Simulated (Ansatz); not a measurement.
## V_O in SiO2 (P3_121) against the share of exact exchange

Aim: the (+1/0) level of V_O in SiO2 (P3_121) as a function of the share of exact exchange, with the cost of each choice. The model is a cell of 72 host atoms with 1 O taken out; the atoms are relaxed once and then held.

Program: Ansatz 0.2.0. Level of theory: plane-wave PAW DFT; relaxations with PBEsol, then single points with PBEsol and PBE0 form with several shares of exact exchange, on supercells at fixed charge in a uniform background. Results are calculated unless marked as measured.

This is a report of a sequence of runs, with most program output left out.

## (1) Starting point

The cell holds 71 atoms: 24 Si and 47 O. Its edges and angles: a = 9.897 Å, b = 9.897 Å, c = 10.883 Å, α = 90.0°, β = 90.0°, γ = 120.0°. It derives from SiO2 (space group P3_121). Nearest the centre at fractional (0.294, 0.427, 0.559): Si10 at 1.62 Å, Si29 at 1.62 Å, O9 at 2.63 Å, O15 at 2.64 Å, O33 at 2.64 Å, O34 at 2.65 Å, O14 at 2.67 Å, O4 at 2.67 Å. The cell carries charge +1.

Structure file:

```xyz
71
Lattice="9.8968 0.0000 0.0000 -4.9484 8.5709 0.0000 0.0000 0.0000 10.8826" Properties=species:S:1:pos:R:3 pbc="T T T"
Si    1.3106    2.2701    0.0000
Si   -1.1636    2.0154    3.6275
Si    2.3271    0.0000    1.8138
O     0.3011    1.7677    4.2735
O     0.7928    3.6623    0.6460
O    -1.0939    3.1409    2.4598
O     1.3803    1.1446    1.1678
O     3.2670    0.6231    2.9815
O     2.7753    2.5178    4.7953
Si    1.3106    2.2701    5.4413
Si   -1.1636    2.0154    9.0688
Si    2.3271    0.0000    7.2551
O     0.3011    1.7677    9.7148
O    -1.0939    3.1409    7.9011
O     1.3803    1.1446    6.6091
O     3.2670    0.6231    8.4228
O     2.7753    2.5178   10.2366
Si   -1.1636    6.5555    0.0000
Si   -3.6378    6.3008    3.6275
Si   -0.1471    4.2855    1.8138
O    -2.1731    6.0531    4.2735
O    -1.6814    7.9478    0.6460
O    -3.5681    7.4263    2.4598
O    -1.0939    5.4300    1.1678
O     0.7928    4.9086    2.9815
O     0.3011    6.8032    4.7953
Si   -1.1636    6.5555    5.4413
Si   -3.6378    6.3008    9.0688
Si   -0.1471    4.2855    7.2551
O    -2.1731    6.0531    9.7148
O    -1.6814    7.9478    6.0873
O    -3.5681    7.4263    7.9011
O    -1.0939    5.4300    6.6091
O     0.7928    4.9086    8.4228
O     0.3011    6.8032   10.2366
Si    6.2591    2.2701    0.0000
Si    3.7848    2.0154    3.6275
Si    7.2756    0.0000    1.8138
O     5.2495    1.7677    4.2735
O     5.7412    3.6623    0.6460
O     3.8545    3.1409    2.4598
O     6.3287    1.1446    1.1678
O     8.2155    0.6231    2.9815
O     7.7237    2.5178    4.7953
Si    6.2591    2.2701    5.4413
Si    3.7848    2.0154    9.0688
Si    7.2756    0.0000    7.2551
O     5.2495    1.7677    9.7148
O     5.7412    3.6623    6.0873
O     3.8545    3.1409    7.9011
O     6.3287    1.1446    6.6091
O     8.2155    0.6231    8.4228
O     7.7237    2.5178   10.2366
Si    3.7848    6.5555    0.0000
Si    1.3106    6.3008    3.6275
Si    4.8013    4.2855    1.8138
O     2.7753    6.0531    4.2735
O     3.2670    7.9478    0.6460
O     1.3803    7.4263    2.4598
O     3.8545    5.4300    1.1678
O     5.7412    4.9086    2.9815
O     5.2495    6.8032    4.7953
Si    3.7848    6.5555    5.4413
Si    1.3106    6.3008    9.0688
Si    4.8013    4.2855    7.2551
O     2.7753    6.0531    9.7148
O     3.2670    7.9478    6.0873
O     1.3803    7.4263    7.9011
O     3.8545    5.4300    6.6091
O     5.7412    4.9086    8.4228
O     5.2495    6.8032   10.2366
```

The host's dielectric constants go in as inputs: (2.49, 2.49, 2.52) for the electrons alone, (4.63, 4.63, 4.85) with the ions, computed on the host (DFPT, PBEsol).

The cell's shortest repeat is 9.9 Å.

## (2) Relaxing both charge states, PBEsol

The study needs fixed structures, so each charge is relaxed once, at one point at (¼, ¼, ¼), from small random displacements that break the symmetry of the site.

qp1_M1.relax/input.yaml reads:

```yaml
crystal:
  lattice:
    - [4.94841373, 0.0, 0.0]
    - [-2.47420687, 4.285452, 0.0]
    - [0.0, 0.0, 5.44132167]
  atoms:
    - { symbol: Si, position: [0.529715, 0.529715, 0.0] }
    - { symbol: Si, position: [0.0, 0.470285, 0.666667] }
    - { symbol: Si, position: [0.470285, 0.0, 0.333333] }
    - { symbol: O, position: [0.267082, 0.412487, 0.785389] }
    - { symbol: O, position: [0.587513, 0.854595, 0.118722] }
    - { symbol: O, position: [0.145405, 0.732918, 0.452055] }
    - { symbol: O, position: [0.412487, 0.267082, 0.214611] }
    - { symbol: O, position: [0.732918, 0.145405, 0.547945] }
    - { symbol: O, position: [0.854595, 0.587513, 0.881278] }
  supercell: [2, 2, 2]
  defects: [{ vacancy: 13 }]
total_charge: 1
basis:
  ecutwfc: 420
  xc_grid: 2
hamiltonian:
  xc: pbesol
  pseudopotentials: { kind: paw, azcp: { folder: soft_1 }, xc_functional: pbe }
kpoints:
  mp_grid: { grid: [1, 1, 1], shift: [0.25, 0.25, 0.25] }
magnetization:
  spin_polarized: true
  initial_magnetization: 1
  spin_locking: { lock_magnetization: hard }
scf:
  occupations: { method: fixed }
  max_iter: 80
output:
  forces: true
  charged_corrections:
    epsilon: [2.49, 2.49, 2.52]
    static_epsilon: [4.63, 4.63, 4.85]
    defect_position: [0.293757, 0.427297, 0.559361]
relax:
  f_tol: 0.015
  max_steps: 60
  random_displacement: { amplitude: 0.04, seed: 1363 }
checkpoint:
  write: "../qp1_M1.relax.run"
  compress: false
  write_wavefunctions: true
  write_every: 100000
```

Started as:

```console
> ansatz run input.yaml --threads 32 --pin off --max-ram 84787MiB --backend cuda --events-out ev --progress --plain --runs-dir out --max-vram 78GiB
```

Wall time 8 s (1 × NVIDIA GB200 with 32 threads of Arm Neoverse V2, shared host); peak memory 1.5 GiB.

Step by step:

| step | energy less that of the first step (eV) | largest force component (eV/Å) |
| --- | --- | --- |
| 1 | 0.0000 | 3.9422 |
| 2 | -1.4562 | 2.5820 |
| 3 | -2.6602 | 0.5172 |
| 4 | -2.7095 | 0.1251 |
| 5 | -2.7220 | 0.3005 |
| 6 | -2.7318 | 0.1282 |
| 7 | -2.7368 | 0.0288 |
| 8 | -2.7376 | 0.0164 |
| 9 | -2.7382 | 0.0152 |
| 10 | -2.7384 | 0.0061 |

The atoms that moved most (Å, from the sites as typed, ahead of the random displacement, the mean shift of all atoms taken out):

| atom | dx | dy | dz | length |
| --- | --- | --- | --- | --- |
| O33 | 0.243 | -0.226 | -0.282 | 0.436 |
| O4 | -0.143 | 0.145 | 0.166 | 0.263 |
| O31 | 0.052 | -0.172 | 0.133 | 0.223 |
| O14 | 0.091 | -0.125 | -0.091 | 0.180 |
| O9 | -0.092 | 0.133 | -0.017 | 0.162 |
| O44 | -0.142 | 0.059 | -0.050 | 0.161 |
| O39 | -0.131 | -0.024 | 0.089 | 0.160 |
| O26 | 0.019 | 0.103 | -0.092 | 0.140 |

The atoms nearest to the centre after the run:

| atom | distance (Å) |
| --- | --- |
| Si29 | 1.561 |
| Si10 | 1.655 |
| O33 | 2.268 |
| O4 | 2.483 |
| O9 | 2.511 |
| O14 | 2.571 |
| O34 | 2.573 |
| O15 | 2.706 |

| charge | moment set (μB) | steps | largest displacement (Å) | time |
| --- | --- | --- | --- | --- |
| 0 | 0 | 8 | 0.56 | 4.8 s |
| +1 | 1 | 10 | 0.44 | 8 s |

The relaxation ends 39 meV an atom lower than the displaced start, with a largest force component of 0.0061 eV/Å.

## (3) First setting: 0 (PBEsol)

Exact exchange opens the gap of the host. A level of a localised state need not follow either band edge, so its distance to each edge changes. The single points sample the zone centre alone.

qp1_M1.a0/input.yaml reads:

```yaml
crystal:
  checkpoint: "../qp1_M1.relax.run"
  host: checkpoint
total_charge: 1
basis:
  ecutwfc: 420
  xc_grid: 2
hamiltonian:
  xc: pbesol
  pseudopotentials: { kind: paw, azcp: { folder: soft_1 }, xc_functional: pbe }
kpoints:
  mp_grid: { grid: [1, 1, 1] }
magnetization:
  spin_polarized: true
  initial_magnetization: 1
  spin_locking: { lock_magnetization: hard }
scf:
  occupations: { method: fixed }
  max_iter: 80
output:
  forces: true
  charged_corrections:
    epsilon: [2.49, 2.49, 2.52]
    static_epsilon: [4.63, 4.63, 4.85]
    defect_position: [0.293757, 0.427297, 0.559361]
  eigenvalues: true
  eigenstates: { localisation: true }
  efg: {}
checkpoint:
  read: "../qp1_M1.relax.run"
  write: "../qp1_M1.a0.run"
  compress: false
  write_wavefunctions: false
  write_every: 100000
```

It took 2.8 s on 1 × NVIDIA GB200 with 32 threads; peak memory 1.4 GiB.

Both charges and the host at this setting go to place-levels, which corrects for the image charge and aligns the potentials.

levels.a0.yaml reads:

```yaml
host:
  run: host.a0.run
states: [q0.a0.run, qp1_M1.a0.run]
geometry_from:
  q0.a0.run: q0.relax.run
  qp1_M1.a0.run: qp1_M1.relax.run
  host.a0.run: host.relax.run
chemical_potentials:
  O:
    energy: -558.291301
    dataset: <sha256 of the dataset>
```

Started as:

```console
> ansatz place-levels levels.a0.yaml -- --threads 32 --pin off --max-ram 84787MiB
```

Elapsed: 0.14 s, on 32 threads.

At this setting the gap is 5.721 eV and (+1/0) lies 0.387 eV above the valence top.

## (4) The other settings

From the second setting on only the share changes; the first is PBEsol, whose semilocal part differs from that of the hybrids. The next input; the others follow the same pattern (0.2, 0.25, 0.3 and 0.4):

qp1_M1.a10/input.yaml, as its differences from qp1_M1.a0/input.yaml of step 3:

```diff
@@ -8,4 +8,4 @@
 hamiltonian:
-  xc: pbesol
-  pseudopotentials: { kind: paw, azcp: { folder: soft_1 }, xc_functional: pbe }
+  xc: { preset: pbe0, exx: 0.1 }
+  pseudopotentials: { kind: paw, azcp: { folder: soft_1 } }
 kpoints:
@@ -30,3 +30,3 @@
   read: "../qp1_M1.relax.run"
-  write: "../qp1_M1.a0.run"
+  write: "../qp1_M1.a10.run"
   compress: false
```

## (5) Result against cost

Times of the states on 1 × NVIDIA GB200 with 32 threads of Arm Neoverse V2, shared host; the host is run again at each setting:

| share of exact exchange | gap (eV) | (+1/0) above the valence top (eV) | under the conduction bottom (eV) | time, both charge states | time, host and placing | peak memory of a state (GiB) |
| --- | --- | --- | --- | --- | --- | --- |
| 0 (PBEsol) | 5.721 | 0.387 | 5.334 | 4.1 s | 2.8 s | 1.4 |
| 0.1 | 6.872 | 0.968 | 5.904 | 14 s | 46 s | 1.7 |
| 0.2 | 7.918 | 1.576 | 6.342 | 16 s | 49 s | 1.7 |
| 0.25 | 8.444 | 1.886 | 6.559 | 16 s | 52 s | 1.8 |
| 0.3 | 8.973 | 2.198 | 6.775 | 16 s | 47 s | 1.8 |
| 0.4 | 10.035 | 2.832 | 7.204 | 18 s | 48 s | 1.8 |

## (6) What came out

```yaml
plus_1_over_0_level_0_pbesol: 0.39 eV
plus_1_over_0_level_0p1: 0.97 eV
plus_1_over_0_level_0p2: 1.58 eV
plus_1_over_0_level_0p25: 1.89 eV
plus_1_over_0_level_0p3: 2.20 eV
plus_1_over_0_level_0p4: 2.83 eV
slope_of_the_gap_among_the_hybrids: 1.05 eV per 0.1 of exact exchange
```

**Reading.** From a share of 0 (PBEsol) to 0.4 the gap opens from 5.72 to 10.04 eV and (+1/0) moves from 0.39 to 2.83 eV above the valence top. Among the hybrids, by fitted slopes, the level takes 59 % of the gap's opening, between the two edges, as a localised state does. The atoms were held at the semilocal structure, so a distortion that exact exchange would bring is missing. The program warns that hybrid band edges depend on the exchange mesh, which was not varied here; the gaps and slopes may carry that error. Only the charges 0 and +1 were run, each from one start, so (+1/0) need not be a change between stable states. What this leaves open: sampling at the zone centre alone can move energies of charged and open-shell states by tenths of an eV or more in cells of this size; the structures are those of PBEsol; force components of up to 0.72 eV/Å remain in a run at the final settings.

[Logs are printed without paths, hosts, clocks, repeated set-up lines and the standing remarks that a program may print on its own settings, such as how far it seeks lower states.]

[Hosts, paths, dates, database ids (printed as entryN), source tags and the programs' standing remarks are cut or masked in the printed files.]

[Where a table of states has a column of steps, it counts the stored structures, which are thinned; the runs took as many ionic steps or more.]

[For some hosts the program warned that the k-mesh of the response run may be too coarse for force constants and the static dielectric constant; such warnings are not shown here.]
